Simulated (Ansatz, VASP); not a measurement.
# BN: VASP beside Ansatz

```xyz
4
Lattice="2.4539 0.0000 0.0000 -1.2270 2.1685 0.0000 0.0000 0.0000 6.6612" Properties=species:S:1:pos:R:3 pbc="T T T"
B     0.0000    1.4457    1.6653
B     1.2270    0.7228    4.9959
N     0.0000    1.4457    4.9959
N     1.2270    0.7228    1.6653
```

Change from the starting cell: strain -0.0200 x Voigt [1, 0, 0, 0, 0, 0], atoms carried along.

Alike in both runs: task single point; functional PBE; dispersion D3(BJ); k mesh 12 × 12 × 4; occupations gaussian, width 0.05 eV; no spin polarisation.

|  | VASP | Ansatz |
| --- | --- | --- |
| version | VASP 6.6.1 | Ansatz 0.2.0 |
| potentials or method | VASP PAW PBE potentials, release 64 (B, N) | scalar-relativistic, plane waves, PAW |
| plane-wave cutoff (eV) | 520 | 420 |
| valence electrons in the cell | 16 | 16 |

```csv
,VASP,Ansatz,Ansatz less VASP
gap on the k mesh at the Fermi level (eV),4.23,4.24,+0.008
least direct gap on the mesh (eV),4.73,4.73,+0.003
pressure (GPa),8.4,8.3,-0.07
largest component of the traceless stress (GPa),12.38,12.25,-0.130
rms of the force components (eV/Å),0.168,0.168,+0.0001
```

Atom by atom the forces differ by 0.000 eV/Å (rms over components).

A k mesh can miss the band edges.
